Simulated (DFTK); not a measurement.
Sr in DFTK: convergence with tol

The system is Sr.

```
Sr
1.0
     0.00000    3.04235    3.04235
     3.04235    0.00000    3.04235
     3.04235    3.04235    0.00000
Sr
1
Direct
  0.00000 0.00000 0.00000
```

| Item | Value |
| --- | --- |
| Program | DFTK 0.8.2 |
| Task | convergence study |
| Functional | PBEsol |
| Potentials or basis | dojo.nc.sr.pbesol.v0_4_1.standard.upf (PBEsol) |
| Cutoff | 925 eV |
| k mesh | 5 × 5 × 5 |
| Occupations | fermi-dirac, width 0.02 eV |
| Spin | no spin polarisation |

These are the settings of the first run; the series varies tol, with any setting tied to it.

Hardware: 1 thread of Intel(R) Xeon(R) Platinum 8259CL CPU @ 2.50GHz (Skylake/Cascade Lake) (shared host).

The values tried are 0.1, 0.01, 0.001, 0.0001, 1e-05, 1e-06, 1e-08, loosest first. From which on does the energy stay within 1 meV/atom of the tightest run that finished?

From 0.001 on.

| tol | energy less the tightest run, at zero smearing (meV/atom) | pressure (GPa) | gap on the mesh (eV) | SCF cycles |
| --- | --- | --- | --- | --- |
| 0.1 | 129.63 | -21.25 | 0.355 | 1 |
| 0.01 | 2.82 | -3.61 | 0.362 | 3 |
| 0.001 | 0.00 | -1.07 | 0.364 | 5 |
| 0.0001 | 0.00 | -1.02 | 0.364 | 7 |
| 1e-05 | 0.00 | -1.02 | 0.364 | 9 |
| 1e-06 | 0.00 | -1.02 | 0.364 | 11 |
| 1e-08 | 0.00 | -1.02 | 0.364 | 14 |

Against the tightest run, the pressure stays within 0.1 GPa from 0.001 on; the gap on the mesh stays within 0.01 eV from 0.1 on. The tightest run that finished is the yardstick and may itself not be fully converged.

Caveat, for the tightest run too: an odd mesh through Γ misses points on the zone boundary, where band edges often lie.
